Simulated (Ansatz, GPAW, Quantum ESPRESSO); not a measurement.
**One calculation of W, 4 ways**

```
W
1.0
     0.00000    2.03000    2.03000
     2.03000    0.00000    2.03000
     2.03000    2.03000    0.00000
W
1
Direct
  0.00000 0.00000 0.00000
```

This isn't the form of W at room conditions, which is bcc.

Alike in all runs: task band structure; functional PBEsol; k mesh 11 × 11 × 11; occupations fermi-dirac, width 0.05 eV; no spin polarisation; no spin-orbit coupling. Pressure is positive in compression and, in plane waves, holds the error of the finite cutoff, which Ansatz's Pulay term estimates and takes out.

```tsv
program and potentials	plane-wave cutoff (eV)	notes	pressure (GPa)
Quantum ESPRESSO, GBRV 1.5 PBEsol	762	14 valence electrons an atom on average	-12.60
GPAW, PAW data sets generated for this functional	600	14 valence electrons an atom on average	-13.06
Ansatz, PAW datasets made for the crystal	300	6 valence electrons an atom on average	-12.63
Ansatz, all-electron LAPW, scalar-relativistic	-	-	-12.63
```

The pressure spans -13.06 (GPAW, PAW data sets generated for this functional) to -12.60 GPa (Quantum ESPRESSO, GBRV 1.5 PBEsol), with all-electron results at -12.63. The cell lies far from this level's equilibrium.

The functional is the same throughout but for its coding, so the spread measures potentials, basis and numerics; runs on potential files found faulty are left out.
